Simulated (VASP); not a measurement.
Set up this calculation in VASP 6.6.1, as the native input.

```yaml
Task: band structure
Functional: LDA
Potentials_or_basis: VASP PAW LDA potentials, release 64 (Se, Mg)
Cutoff: 520 eV
k_mesh: 8 × 8 × 8
Occupations: gaussian, width 0.02 eV
Spin: no spin polarisation
Further_INCAR_settings: ALGO = Normal; EDIFF = 1e-07; NBANDS = 11
```

Crystal: MgSe.

```
Se Mg
1.0
     0.00000    2.72550    2.72550
     2.72550    0.00000    2.72550
     2.72550    2.72550    0.00000
Se Mg
1 1
Direct
  0.50000 0.50000 0.50000
  0.00000 0.00000 0.00000
```

The input as run:

POSCAR

```
MgSe
1.0
    0.0000000000      2.7255000000      2.7255000000
    2.7255000000      0.0000000000      2.7255000000
    2.7255000000      2.7255000000      0.0000000000
Se Mg
1 1
Direct
    0.5000000000      0.5000000000      0.5000000000
    0.0000000000      0.0000000000      0.0000000000
```

INCAR.step1

```
PREC = Accurate
ENCUT = 520
EDIFF = 1E-7
ISMEAR = 0
SIGMA = 0.02
LREAL = False
LASPH = True
NELM = 80
ALGO = Normal
ISIF = 2
LWAVE = False
LCHARG = True
GGA = CA
NBANDS = 11
```

KPOINTS.step1

```
Automatic mesh
0
Gamma
  8 8 8
```

INCAR.step2

```
PREC = Accurate
ENCUT = 520
EDIFF = 1E-7
ISMEAR = 0
SIGMA = 0.05
LREAL = False
LASPH = True
NELM = 80
ALGO = Normal
ISIF = 2
LWAVE = False
LCHARG = False
GGA = CA
NBANDS = 11
ICHARG = 11
```

KPOINTS.step2

```
path GXWKGLUWLK,UX
15
line-mode
reciprocal
 0.0000000000  0.0000000000  0.0000000000  G
 0.5000000000  0.0000000000  0.5000000000  X

 0.5000000000  0.0000000000  0.5000000000  X
 0.5000000000  0.2500000000  0.7500000000  W

 0.5000000000  0.2500000000  0.7500000000  W
 0.3750000000  0.3750000000  0.7500000000  K

 0.3750000000  0.3750000000  0.7500000000  K
 0.0000000000  0.0000000000  0.0000000000  G

 0.0000000000  0.0000000000  0.0000000000  G
 0.5000000000  0.5000000000  0.5000000000  L

 0.5000000000  0.5000000000  0.5000000000  L
 0.6250000000  0.2500000000  0.6250000000  U

 0.6250000000  0.2500000000  0.6250000000  U
 0.5000000000  0.2500000000  0.7500000000  W

 0.5000000000  0.2500000000  0.7500000000  W
 0.5000000000  0.5000000000  0.5000000000  L

 0.5000000000  0.5000000000  0.5000000000  L
 0.3750000000  0.3750000000  0.7500000000  K

 0.6250000000  0.2500000000  0.6250000000  U
 0.5000000000  0.0000000000  0.5000000000  X
```

Potentials or basis: VASP PAW LDA potentials, release 64 (Se, Mg).

Command:

```sh
$ cat potpaw_LDA.64/Se/POTCAR potpaw_LDA.64/Mg/POTCAR > POTCAR
$ cp INCAR.step1 INCAR
$ cp KPOINTS.step1 KPOINTS
$ mpirun -np 1 vasp_std > vasp.out
$ cp INCAR.step2 INCAR
$ cp KPOINTS.step2 KPOINTS
$ mpirun -np 1 vasp_std > vasp.out
```

It gave:

- Band gap on the k mesh: 1.65 eV, indirect (least direct gap 2.40 eV)
- Band gap along the path: 1.65 eV, indirect (least direct gap 2.40 eV)

Caveat: the log is that of the step along the path at fixed density, whose energy, stress, charges and moments have no meaning.

Run time: 40 s on 1 thread of Intel(R) Xeon(R) Platinum 8488C (Sapphire Rapids), with other jobs on the host, peak memory 0.19 GiB.
